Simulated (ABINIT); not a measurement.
BAs:

```
As B
1.0
     0.00000    2.38850    2.38850
     2.38850    0.00000    2.38850
     2.38850    2.38850    0.00000
As B
1 1
Direct
  0.75000 0.75000 0.75000
  0.00000 0.00000 0.00000
```

```yaml
Program: ABINIT 10.8.3 (patched build)
Task: relaxation of cell and atoms
Functional: PBE
Potentials_or_basis: JTH PAW PBE v2.0
Cutoff: 408 eV
k_mesh: 8 × 8 × 8
Occupations: fermi-dirac, width 0.05 eV
Spin: no spin polarisation
```

At the start: pressure 2.9 GPa; volume 13.63 Å³/atom.

Q: Where does the relaxation end?

A: Over 4 steps the energy falls by 2.6 meV/atom and the volume is 13.92 Å³/atom (+2.1 %); space group F-43m (No. 216, to 0.05 Å).

Step by step:
```tsv
step	energy change (eV)	largest force (eV/Å)	pressure (GPa)	volume (Å³)
1	0.0000	0.0000	2.91	27.25
2	-0.0035	0.0000	1.66	27.50
3	-0.0052	0.0000	0.04	27.83
4	-0.0052	0.0000	0.00	27.84
```

Final structure:
```cif
data_structure
_symmetry_space_group_name_H-M 'P 1'
_symmetry_Int_Tables_number 1
_cell_length_a 3.4018
_cell_length_b 3.4018
_cell_length_c 3.4018
_cell_angle_alpha 60.000
_cell_angle_beta 60.000
_cell_angle_gamma 60.000
_cell_volume 27.84
loop_
_atom_site_label
_atom_site_type_symbol
_atom_site_fract_x
_atom_site_fract_y
_atom_site_fract_z
_atom_site_occupancy
As1 As 0.75000 0.75000 0.75000 1
B1 B 0.00000 0.00000 0.00000 1
```
